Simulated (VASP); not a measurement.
Here is the system:

```
CoSb3
1.0
   -4.62890     4.62890     4.62890
    4.62890    -4.62890     4.62890
    4.62890     4.62890    -4.62890
Co Sb
4 12
Cartesian
  2.31445   2.31445  -2.31445
  2.31445   2.31445   2.31445
  2.31445  -2.31445   2.31445
 -2.31445   2.31445   2.31445
 -1.53818   4.62890   3.15931
  6.16708   0.00000   1.46958
  1.53818   4.62890   3.15931
  3.09071   0.00000   1.46958
  3.15931  -1.53818   4.62890
  1.46958   6.16708   0.00000
  3.15931   1.53818   4.62890
  1.46958   3.09071   0.00000
  4.62890   3.15931  -1.53818
  0.00000   1.46958   6.16708
  4.62890   3.15931   1.53818
  0.00000   1.46958   3.09071
```

Level of theory: LDA (Ceperley-Alder, Perdew-Zunger), VASP's LDA PAW potentials (set 64) (plane waves; VASP 6.6.1). Settings: LREAL = Auto, 180 eV cut-off, 3×3×3 Γ-centred mesh shifted by (0.5, 0.5, 0.5), Fermi-Dirac smearing of 0.14 eV, potentials Co Sb.

At this cut-off the stress carries a Pulay error, which pulls relaxed volumes low.  Energy and stress use the plane-wave basis of the starting cell.

### Question
The ions, cell shape and volume are relaxed. Predict the relaxed structure.

### Answer

```
CoSb3
1.0
   -4.33413     4.33413     4.33413
    4.33413    -4.33413     4.33413
    4.33413     4.33413    -4.33413
Co Sb
4 12
Direct
  0.00000   0.00000   0.50000
  0.50000   0.50000   0.50000
  0.00000   0.50000   0.00000
  0.50000   0.00000   0.00000
  0.83999   0.17192   0.33192
  0.16001   0.82808   0.66808
  0.83999   0.50807   0.66808
  0.16001   0.49193   0.33192
  0.33192   0.83999   0.17192
  0.66808   0.16001   0.82808
  0.66808   0.83999   0.50807
  0.33192   0.16001   0.49193
  0.17192   0.33192   0.83999
  0.82808   0.66808   0.16001
  0.50807   0.66808   0.83999
  0.49193   0.33192   0.16001
```
Space group Im-3 (204), at a tolerance of 0.03 Å.

### Question
How do energy and volume change from the first to the last step?

### Answer
The energy (σ→0) changes by -511.2 meV/atom and the volume by -17.9 %, in 15 ionic steps.

The structure comes from a computed database's CoSb3 entry; how it stands against other phases isn't given here. This run relaxes it. Symmetry was kept, so distortions that lower it aren't found. The run is one of a series of settings (EDIFFG = -0.01, ENCUT = 180, GGA removed, IBRION = 2, ISIF = 3, ISMEAR = -1, NSW = 50, KPOINTS 3×3×3 Γ-centred mesh shifted by (0.5, 0.5, 0.5), POTCAR Co Sb (LDA.64 set) against the base run), some of them coarse on purpose. The run is not spin-polarised, so no magnetic state was tried.
